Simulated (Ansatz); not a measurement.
# BeS (F-43m) in Ansatz: a series of runs, part 2 of 2

Ansatz 0.2.0. Earlier steps stand in the parts before.

## 5. Band structure, PBEsol0

File input:

```
crystal:
  lattice:
    - [0.0, 2.425, 2.425]
    - [2.425, 0.0, 2.425]
    - [2.425, 2.425, 0.0]
  atoms:
    - { symbol: S, position: [0.75, 0.75, 0.75] }
    - { symbol: Be, position: [0.0, 0.0, 0.0] }
hamiltonian:
  xc: { exchange: pbesol, correlation: pbesol, exx: { coeff: 0.25 } }
  pseudopotentials: { kind: paw }
kpoints:
  mp_grid: { grid: [5, 5, 5] }
  band_path:
    path:
      - [[0.0, 0.0, 0.0], [0.5, 0.0, 0.5], [0.5, 0.25, 0.75], [0.375, 0.375, 0.75], [0.0, 0.0, 0.0], [0.5, 0.5, 0.5], [0.625, 0.25, 0.625], [0.5, 0.25, 0.75], [0.5, 0.5, 0.5], [0.375, 0.375, 0.75]]
      - [[0.625, 0.25, 0.625], [0.5, 0.0, 0.5]]
    npoints: 4
scf:
  occupations: { method: fermi_dirac, width: 0.05 }
  n_extra_bands: 6
output:
  forces: true
  stress: true
  eigenvalues: true
  fatbands: false
```

It took 20 s on 1 × NVIDIA H100 80GB HBM3 with 2 threads of AMD EPYC 7R13 (Zen 3), shared host; peak memory 1.5 GiB.

The run converged. Its results:

```yaml
Free_energy: -984.1573 eV
Pressure: -1.2 GPa
Band_gap_along_the_path: 4.64 eV, indirect (least direct gap 7.56 eV)
```

Levels at the corners of the path, in eV from the valence-band top:
```tsv
point	band 1	band 2	band 3	band 4	band 5	band 6	band 7	band 8
Γ	-15.16	0.00	0.00	0.00	7.56	7.56	7.56	7.65
X	-12.76	-5.62	-2.92	-2.92	4.64	6.61	15.23	15.23
W	-12.69	-4.77	-4.30	-3.69	8.19	9.96	10.49	11.00
K	-12.76	-5.10	-4.55	-2.42	5.99	9.39	12.81	13.63
Γ	-15.16	0.00	0.00	0.00	7.56	7.56	7.56	7.65
L	-13.36	-6.47	-1.14	-1.14	7.26	8.45	8.45	13.13
U	-12.76	-5.10	-4.55	-2.42	5.99	9.39	12.81	13.63
W	-12.69	-4.77	-4.30	-3.69	8.19	9.96	10.49	11.00
L	-13.36	-6.47	-1.14	-1.14	7.26	8.45	8.45	13.13
K	-12.76	-5.10	-4.55	-2.42	5.99	9.39	12.81	13.63
U	-12.76	-5.10	-4.55	-2.42	5.99	9.39	12.81	13.63
X	-12.76	-5.62	-2.92	-2.92	4.64	6.61	15.23	15.23
```

Caveat: the k mesh is coarse (spacing up to 0.45 Å⁻¹), so the values aren't converged, least of all with exact exchange; the PAW data sets come from PBE, with cores solved anew for the run's functional, which leaves a small shift of forces and pressure; the thresholds are loose for stress.

## 6. Band structure, B3LYP

input, as its differences from that of step 5:

```diff
@@ -9,3 +9,3 @@
 hamiltonian:
-  xc: { exchange: pbesol, correlation: pbesol, exx: { coeff: 0.25 } }
+  xc: b3lyp
   pseudopotentials: { kind: paw }
```

Potentials or basis: Ansatz PAW.

Standard output:

```text
Warning: output.stress: scf.convergence.dr2_threshold = 1e-7 eV (the SCF's general default) is looser than the 2e-10 eV advised for a printed stress (1e-10 eV for each atom of the cell: 2). What an SCF threshold leaves in a stress goes as its square root, and in the free energy as the threshold itself, and one threshold admits the most on a small cell: of the crystals measured, under no hybrid functional and no lock of the moments, on runs that ended without the residual-converged pass, on stresses that held no estimate of that error, the worst erred by over 100 MPa in a component at 1e-7 eV an atom and by under 5 at 1e-10. Set scf.convergence.dr2_threshold to 2e-10 eV or tighter. The threshold is an SCF's pass mark: one that does not reach it within its budget of iterations ends unconverged, or closes short of it on a stop that the run arms, and scf.convergence.dr2_threshold's page says what that costs each kind of run
Warning: output.stress: scf.exx.energy_threshold = 1e-6 eV is looser than the 2e-8 eV advised for a stress under a hybrid functional (1e-8 eV for each atom of the cell: 2). Every SCF of the exchange loop can meet its threshold on dr2 while the loop round them stops early: no threshold on dr2 bounds what that leaves in the stress. Set scf.exx.energy_threshold to 2e-8 eV or tighter. The threshold is the loop's pass mark: a loop that does not reach it within its budget of cycles ends unconverged, and scf.exx.energy_threshold's page has the law
scf.n_extra_bands = 6 over 4 filled bands (N_el = 8.0): the run solves 10 bands
GPUs: using 1 of 1 available (devices: 1).
Engine: ansatz 0.2.0, x86_64-unknown-linux-gnu
Pseudopotentials: kind: paw
Pseudopotential: S, paw, valence charge 6, recommended cutoff 420 eV (normal), S.paw.azcp
Pseudopotential: Be, paw, valence charge 2, recommended cutoff 420 eV (normal), Be.paw.azcp
Functional definition: B3LYP
  parameter a0 = 0.2
  parameter ax = 0.72
  parameter ac = 0.81
  exchange = (1 - a0 - ax)*slater_x + ax*b88_x + a0*exact_x
  correlation = (1 - ac)*vwn_rpa_c + ac*lyp_c
device memory: the entry about to start is reckoned to put 0.5 GiB on a device that reports 64.9 GiB free (of which the cap on the GPU budget leaves the run 18.0 GiB)
GPU FFT provider: cuFFT
GPU libraries: cuBLAS 13.8.2, cuFFT 12.4.0, cuSOLVER 12.3.4
Crystal: 2 atoms, lattice volume = 28.521 Å³
Basis set: ecut = 420 eV, 537 PW (Γ), exchange–correlation on 48×48×48 points (8 copies of the dense FFT grid, shifted against one another)
Bands: 10, of which v1, the nominal top of the filled ones, is band 4 counted from 1 (3 counted from 0)
Symmetry: 24 space group operations
[... 64 lines left out ...]
  E_kinetic    = 129.681406
  E_local      = -118.313183  (includes V_loc(G=0)·N_el)
  E_nonlocal   = 33.591263
  E_hartree    = 36.706788
  E_xc         = -96.296597
  E_vxc        = -88.354675  (∫ρ·V_xc dr)
  E_exx        = -14.112197  (= α·E_x^exact, valence–valence)
  E_paw        = -673.172614  (= ΣΔE_a)
  E_vpaw       = -8.491921  (= ΣTr[D̂ρ^β])
  E_aug_tail   = 0.000001  (compensation charges beyond the density's cutoff)
  E_ewald      = -300.820390
  E_core_change = -0.048471  (= ΣΔE_core)
  E_smearing   = -0.000000  (= −TS)
  E_closure    = -0.000001  (closes the sum)
  Σ components = -1002.783996   (vs F -1002.783996, Δ=0.00e0)
--- Forces (eV/Å), atoms counted from 1 ---
  atom   1  S     -0.00000000     0.00000000    -0.00000000
  atom   2  Be    -0.00000000     0.00000000    -0.00000000
  max |Σ_I F_I| component: 3.49e-16 eV/Å
--- Stress (GPa, compression-positive) ---
        2.957639       0.000000      -0.000000
       -0.000000       2.957639       0.000000
       -0.000000       0.000000       2.957639
  P = ⅓ Tr σ = 2.9576 GPa (29.576 kbar)
--- Band table (eV; the first three rows and the last of 10) ---
  k-point 0: bands = ["-10.0911", "4.6860", "4.6860", "4.6860", "12.0060", "12.0060", "12.0060", "12.3201", "19.2729", "19.2729"]
  k-point 1: bands = ["-9.6229", "2.1064", "4.2327", "4.2327", "11.9241", "12.7648", "12.7648", "14.9483", "18.2765", "18.2765"]
  k-point 2: bands = ["-8.6131", "-0.9635", "3.6691", "3.6691", "11.8353", "13.0038", "13.0038", "17.6002", "20.1689", "20.1689"]
  k-point 9: bands = ["-7.9508", "-0.1765", "0.9591", "1.9724", "12.4145", "13.5871", "14.6189", "17.7984", "18.7035", "21.2994"]
```

bands.tsv:

```text
# k_distance	band_0	band_1	band_2	band_3	band_4	band_5	band_6	band_7	band_8	band_9
# fermi_ev = 7.174781
# lock_threshold_ev = 1e-6
# [0, 0, 0] at k_distance = 0.000000
[... 20 lines left out ...]
1.295502	-14.982649	-7.857554	-5.284543	-5.284543	2.226815	4.044757	12.285026	12.285026	15.176188	15.644273
1.457440	-14.974411	-7.791821	-5.426520	-5.398677	2.566101	4.328992	11.872619	11.908738	14.610012	14.634794
[... 32 lines left out ...]
7.858055	-14.993726	-7.365790	-6.796156	-4.808293	3.504072	6.752377	9.974288	10.795973	11.393624	12.781786
7.972562	-14.969408	-7.566912	-6.350049	-5.011112	3.142572	5.579716	10.768924	11.325273	12.431053	13.570969
8.087069	-14.970428	-7.726469	-5.849170	-5.161291	2.756491	4.693615	11.506413	11.796548	13.553247	14.353353
8.201577	-14.978644	-7.824590	-5.443868	-5.253477	2.388996	4.195050	12.067190	12.148949	14.638398	15.101190
8.316084	-14.982649	-7.857554	-5.284543	-5.284543	2.226815	4.044757	12.285026	12.285026	15.176188	15.644273
```

It took 20 s on 1 × NVIDIA H100 80GB HBM3 with 2 threads of AMD EPYC 7R13 (Zen 3), shared host; peak memory 1.5 GiB.

Results:

```
Free energy             : -1002.7840 eV
Pressure                : 3.0 GPa
Band gap on the k mesh  : 5.01 eV, indirect (least direct gap 7.32 eV)
Band gap along the path : 4.72 eV, indirect (least direct gap 7.32 eV)
```

Levels at the corners of the path, in eV from the valence-band top:
```
point  band 1  band 2  band 3  band 4  band 5  band 6  band 7  band 8  band 9
    Γ  -14.78    0.00    0.00    0.00    7.32    7.32    7.32    7.63   14.59
    X  -12.49   -5.37   -2.80   -2.80    4.72    6.53   14.77   14.77   17.66
    W  -12.44   -4.57   -4.07   -3.49    8.16    9.80   10.28   10.69   16.20
    K  -12.50   -4.88   -4.31   -2.32    5.99    9.24   12.46   13.28   13.88
    Γ  -14.78    0.00    0.00    0.00    7.32    7.32    7.32    7.63   14.59
    L  -13.07   -6.16   -1.10   -1.10    7.13    8.26    8.26   13.19   16.75
    U  -12.50   -4.88   -4.31   -2.32    5.99    9.24   12.46   13.28   13.88
    W  -12.44   -4.57   -4.07   -3.49    8.16    9.80   10.28   10.69   16.20
    L  -13.07   -6.16   -1.10   -1.10    7.13    8.26    8.26   13.19   16.75
    K  -12.50   -4.88   -4.31   -2.32    5.99    9.24   12.46   13.28   13.88
    U  -12.50   -4.88   -4.31   -2.32    5.99    9.24   12.46   13.28   13.88
    X  -12.49   -5.37   -2.80   -2.80    4.72    6.53   14.77   14.77   17.66
```

Caveat: the k mesh is coarse (spacing up to 0.45 Å⁻¹), so the values aren't converged, least of all with exact exchange; the k mesh misses the band edges, so the gap on the mesh is wider than the one along the path; the PAW data sets come from PBE, with cores solved anew for the run's functional, which leaves a small shift of forces and pressure; the thresholds are loose for stress.

## 7. Overview

| level | pressure (GPa) |
| --- | --- |
| HSE03 | 0.4 |
| HSEsol | -1.2 |
| PBE0 | 0.3 |
| PBEsol0 | -1.2 |
| B3LYP | 3.0 |

Alike in all rows: task band structure; potentials or basis Ansatz PAW; no spin polarisation; cell as given; k mesh 5 × 5 × 5; cutoff (eV) 420; smearing fermi-dirac 0.05 eV; the mesh is coarse, so values aren't converged.

Caveats: all runs use coarse meshes; the PAW data sets come from PBE, with cores solved anew for the run's functional, which leaves a small shift of forces and pressure; the thresholds are loose for stress; the k mesh misses the band edges, so the gap on the mesh is wider than the one along the path (some runs).

Total energies depend on the potentials used, so only differences within one code and one set of settings carry meaning.
